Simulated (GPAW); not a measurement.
# Zn (P6_3/mmc) in GPAW: equation of state

Aim: energy against volume of Zn in PBEsol, for its equilibrium volume and stiffness.

Everything below comes from runs of GPAW 26.7.0. Logs are shortened: lines on timing, memory, paths and dates and some standing lists are left out, and cuts for length are marked. The log counts tension as positive stress, the text compression.

### Step 1. Starting point

It takes space group P6_3/mmc (No. 194, hexagonal). The conventional cell has a = 2.670 Å, b = 2.670 Å, c = 4.966 Å, α = 90.00°, β = 90.00°, γ = 120.00°. Around Zn (site symmetry -6m2) lie 12 Zn at 2.67 to 2.92 Å.

### Step 2. Equation of state, PBEsol

Input file run.py:

```python
from ase import Atoms
from ase.eos import EquationOfState
from ase.io import Trajectory
from ase.units import GPa
from gpaw import GPAW, PW, setup_paths

setup_paths.insert(0, '.')

atoms = Atoms(['Zn', 'Zn'],
              cell=[[2.67, 0.0, 0.0],
                    [-1.335, 2.3122878281, 0.0],
                    [0.0, 0.0, 4.966]],
              scaled_positions=[[0.6666666667, 0.3333333333, 0.75],
                                [0.3333333333, 0.6666666667, 0.25]],
              pbc=True)

traj = Trajectory('eos.traj', 'w')
volumes, energies = [], []
for x in [0.94, 0.96, 0.98, 1.0, 1.02, 1.04, 1.06]:
    a = atoms.copy()
    a.set_cell(atoms.cell * x**(1 / 3), scale_atoms=True)
    calc = GPAW(mode=PW(600),
                xc='PBEsol',
                kpts={'size': (11, 11, 6), 'gamma': True},
                occupations={'name': 'fermi-dirac', 'width': 0.05},
                nbands=21,
                convergence={'density': 1e-05, 'energy': 1e-05},
                maxiter=150,
                txt=f'eos-{x:.2f}.txt')
    a.calc = calc
    energies.append(a.get_potential_energy(force_consistent=True))
    volumes.append(a.get_volume())
    p = -a.get_stress()[:3].mean() / GPa
    calc.write(f'eos-{x:.2f}.gpw')
    traj.write(a)
    print(f'{x:.2f} {volumes[-1]:10.4f} A^3 {energies[-1]:14.6f} eV {p:9.3f} GPa', flush=True)

v0, e0, B = EquationOfState(volumes, energies, eos='birchmurnaghan').fit()
print(f'V0 = {v0:.4f} A^3, E0 = {e0:.6f} eV, B0 = {B / GPa:.2f} GPa')
```

Potentials or basis: PAW data sets generated in the run's folder for this functional, pw.

Started as:

```console
> gpaw-setup -f PBEsol Zn
> OMP_NUM_THREADS=1 python run.py
```

The log of the run:

```text
__  _  _
 | _ |_)|_||  |
 |__||  | ||/\| - 26.7.0

Input parameters:
  mode=PW(ecut=600.0),
  convergence={'density': 1e-05, 'energy': 1e-05},
  kpts=MonkhorstPack(size=(11, 11, 6), gamma=True),
  maxiter=150,
  nbands=21,
  occupations=Occupations(name='fermi-dirac', width=0.05),
  xc=XC(name='PBEsol')

Diagonalizing LCAO Hamiltonian
Converting LCAO to pw mode

          Zn

        Zn

Atoms  # Å, Bohr magnetons
|   | symbol |         x |        y |        z |    initial magnetic moments |
|---|--------|-----------|----------|----------|-----------------------------|
| 0 |     Zn |  1.316957 | 0.760346 | 3.674163 | ( 0.0000,  0.0000,  0.0000) |
| 1 |     Zn | -0.000000 | 1.520691 | 1.224721 | ( 0.0000,  0.0000,  0.0000) |

Unit cell  # Å
| periodic |         x |        y |        z |  lengths |     angles |
|----------|-----------|----------|----------|----------|------------|
|      yes |  2.633914 | 0.000000 | 0.000000 | 2.633914 |  90.000000 |
|      yes | -1.316957 | 2.281037 | 0.000000 | 2.633914 |  90.000000 |
|      yes |  0.000000 | 0.000000 | 4.898884 | 4.898884 | 120.000000 |

Number of symmetries: 12
Symmetry operations  # r_c * U_cc + t_c -> r_c
|    | kind |            matrix            |
|----|------|------------------------------|
|  0 |  σ   |  1, 1, 0,  0,-1, 0,  0, 0, 1 |
|  1 |  S6  |  1, 1, 0, -1, 0, 0,  0, 0,-1 |
|  2 |  E   |  1, 0, 0,  0, 1, 0,  0, 0, 1 |
|  3 |  C2  |  1, 0, 0, -1,-1, 0,  0, 0,-1 |
|  4 |  C2  |  0, 1, 0,  1, 0, 0,  0, 0,-1 |
|  5 |  C3  |  0, 1, 0, -1,-1, 0,  0, 0, 1 |
|  6 |  S6  |  0,-1, 0,  1, 1, 0,  0, 0,-1 |
|  7 |  σ   |  0,-1, 0, -1, 0, 0,  0, 0, 1 |
|  8 |  σ   | -1, 0, 0,  1, 1, 0,  0, 0, 1 |
|  9 |  i   | -1, 0, 0,  0,-1, 0,  0, 0,-1 |
| 10 |  C3  | -1,-1, 0,  1, 0, 0,  0, 0, 1 |
| 11 |  C2  | -1,-1, 0,  0, 1, 0,  0, 0,-1 |

BZ-sampling:
  Number of BZ points: 726
  Number of IBZ points: 84

  Monkhorst-Pack size: [11, 11, 6]
  Monkhorst-Pack shift: [0.0, 0.0, 0.08333333333333333]

K-points  # in reciprocal-cell coordinates
|     |                                coordinates |     weight |
|-----|--------------------------------------------|------------|
|   0 | (  0.00000000,   0.00000000,   0.00000000) | 0.00137741 |
|   1 | (  0.00000000,   0.00000000,   0.16666667) | 0.00275482 |
|   2 | (  0.00000000,   0.00000000,   0.33333333) | 0.00275482 |
|   3 | (  0.00000000,   0.00000000,   0.50000000) | 0.00137741 |
|   4 | (  0.09090909,   0.00000000,  -0.33333333) | 0.00826446 |
|   5 | (  0.09090909,   0.00000000,  -0.16666667) | 0.00826446 |
|   6 | (  0.09090909,   0.00000000,   0.00000000) | 0.00826446 |
|   7 | (  0.09090909,   0.00000000,   0.16666667) | 0.00826446 |
|   8 | (  0.09090909,   0.00000000,   0.33333333) | 0.00826446 |
|   9 | (  0.09090909,   0.00000000,   0.50000000) | 0.00826446 |
| ... |                                            |            |
|  83 | (  0.45454545,   0.45454545,   0.50000000) | 0.00826446 |

Plane wave coefficients: 996
Cutoff: 600.0 eV

Spin-components: 1 (collinear spins)
Bands:           21
Projectors:      12
Spin-degeneracy: 2
Datatype:        complex128

Parallelization:
  kpt:    1
  domain: 1
  band:   1

Density:
  Valence electrons: 24.0
  Components: 1
  Grid points: [15 15 28]
  Charge: 0.0  # |e|

Potential:
  Grid points: [15 15 28]

species:
  Zn:
    name:    Zinc
    Z:       30.0
    valence: 12
    core:    18
    charge:  0.0  # [|e|]
    compensation charges:
      type: gauss
      rc: 0.37  # [Å]
      lmax: 2
    cutoffs:
      filter: 2.14  # [Å]
      core: 2.28  # [Å]
    projectors
    | kind |    occ | energy [eV] | rcut [Å] |
    |------|--------|-------------|----------|
    |   4s |  2.000 |      -5.996 |    1.286 |
    |   4p |  0.000 |      -1.076 |    1.270 |
    |   3d | 10.000 |     -10.170 |    1.180 |
    |    s |        |      21.215 |    1.286 |
    |    p |        |      26.135 |    1.270 |
    |    d |        |      17.041 |    1.180 |

    Using partial waves for Zn as LCAO basis

Reference energy: -97645.491220  # eV

eigensolver:
  PPCG
  Converge bands: occupied
  niter=2

density mixing:
  MSR1-Mixer
  Pratt-step length: 0.05
  Maximum mixing coefficient: 0.75
  Old densities: 10
  SVD Regularization: 0.005
  Good broyden scale: 1.0
  Trust region scale: 1.0
  Backstep threshold: 4.0
  History deletion threshold: 6.0
  Fourier metric: weight=20.0, sigma=0.015

occupation numbers:
  Fermi-Dirac:
    width: 0.0500  # eV

poisson solver:
  ecut: 4800.0  # eV

xc functional:
  name: PBEsol with 2 nearest neighbor stencil

convergence criteria:
- Maximum integral of absolute [dens]ity change: 1e-05 electrons / valence electron
- Maximum [total energy] change in last 3 cyles: 1e-05 eV / valence electron
- Maximum integral of absolute [eigenst]ate change: 4e-08 eV^2 / valence electron
maximum number of iterations: 150

SCF iterations
|iter     | |      energy | eigst |  dens |
|---------|-|-------------|-------|-------|
|iter:   1| |   -3.507754 | +0.24 |       |
|iter:   2| |   -3.446602 | -2.65 | -1.38 |
|iter:   3| |   -3.300711 | -1.72 | -1.43 |
|iter:   4| |   -3.304406 | -3.27 | -1.90 |
|iter:   5| |   -3.305567 | -3.28 | -2.24 |
|iter:   6| |   -3.305636 | -5.12 | -3.60 |
|iter:   7| |   -3.305650c| -5.89 | -3.79 |
|iter:   8| |   -3.305650c| -7.43c| -4.45 |
|iter:   9| |   -3.305650c| -8.14c| -4.87 |
|iter:  10| |   -3.305650c| -8.14c| -5.73c|

Converged in 10 steps
Energy contributions relative to reference atoms: (reference = -97645.491220)

Energy contributions:
  Kinetic:          -5.720277
  Coulomb:           8.813836
  Zero:             -0.067885
  External:          0.000000
  Xc:               -6.328966
  Entropy:          -0.004716
  Spinorbit:         0.000000
  ----------------------------
  Free energy:      -3.308008
  Extrapolated:     -3.305650

dipole moment: (-0.000000, -0.000000, -0.000000)  # |e|*Ang

Fermi level: 6.696
Eigenvalues  # (at kpt = [0.000, 0.000, 0.000])
| band index |      eig [eV] | occ [0-2] |
|------------|---------------|-----------|
|          0 |        -3.825 |     2.000 |
|        ... |               |           |
|          5 |        -0.810 |     2.000 |
|          6 |        -0.810 |     2.000 |
|          7 |        -0.462 |     2.000 |
|          8 |        -0.462 |     2.000 |
|          9 |        -0.242 |     2.000 |
|         10 |        -0.242 |     2.000 |
[... 8 lines left out ...]
|         19 |        26.250 |     0.000 |
|         20 |        27.479 |     0.000 |

No gap
No difference between direct/indirect transitions

Stress tensor  # eV/Ang^3
|        x |        y |        z |
|----------|----------|----------|
| 0.015434 | 0.000000 | 0.000000 |
| 0.000000 | 0.015434 | 0.000000 |
| 0.000000 | 0.000000 | 0.024798 |

# Writing to eos-0.96.gpw (mode='')
```

Run time: 82 s. Hardware: 1 thread of AMD EPYC 9R45 (Zen 5), shared host; peak memory 0.31 GiB.

What came out:

* Equilibrium volume: 14.22 Å³/atom (rough: see the caveat)
* Bulk modulus at fixed shape and positions: 93 GPa (rough)

Energy against volume, from the lowest point:
| volume (Å³/atom) | energy (meV/atom) |
| --- | --- |
| 14.410 | 0.00 |
| 14.716 | 4.02 |
| 15.023 | 11.12 |
| 15.330 | 20.93 |
| 15.636 | 33.09 |
| 15.943 | 47.31 |
| 16.249 | 63.30 |

Caveat: the minimum lies outside the volumes run; the cell was scaled at fixed shape and fractional positions, which overstates the stiffness of a crystal with free parameters, most of all of layers and chains.
